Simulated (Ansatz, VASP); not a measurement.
Pb: VASP beside Ansatz

```
Pb
1.0
     3.01821   -1.73857    0.00000
     3.01821    1.73857    0.00000
    -2.10126    0.00000    6.05432
Pb
2
Cartesian
  3.9580 0.0000 4.3972
  -0.0229 0.0000 1.6571
```

This isn't the form of Pb at room conditions, which is fcc.

Alike in both runs: task single point; functional PBEsol; k mesh 9 × 9 × 5; occupations fermi-dirac, width 0.05 eV; no spin polarisation.

|  | VASP | Ansatz |
| --- | --- | --- |
| version | VASP 6.6.1 | Ansatz 0.2.0 |
| potentials or method | VASP PAW PBE potentials, release 64 (Pb_d) | Ansatz PAW |
| plane-wave cutoff (eV) | 520 | 420 |
| valence electrons in the cell | 28 | 28 |

VASP gave:

```
gap on the k mesh at the Fermi level (eV) : none
pressure (GPa)                            : -1.1
rms of the force components (eV/Å)        : 0.059
```

Task: Estimate Ansatz's values.

Result: gap on the k mesh at the Fermi level (eV): none; pressure (GPa): -1.0; rms of the force components (eV/Å): 0.059.

Atom by atom the forces differ by 0.000 eV/Å (rms over components). A gap of «none» marks a metal or a gap that the smearing closes.

Caveats: the PAW data sets were made with another functional, which shifts forces and pressure a little (VASP); the PAW data sets come from PBE, with cores solved anew for the run's functional, which leaves a small shift of forces and pressure (Ansatz). Spin-orbit coupling is left out, which matters for the levels of Pb.
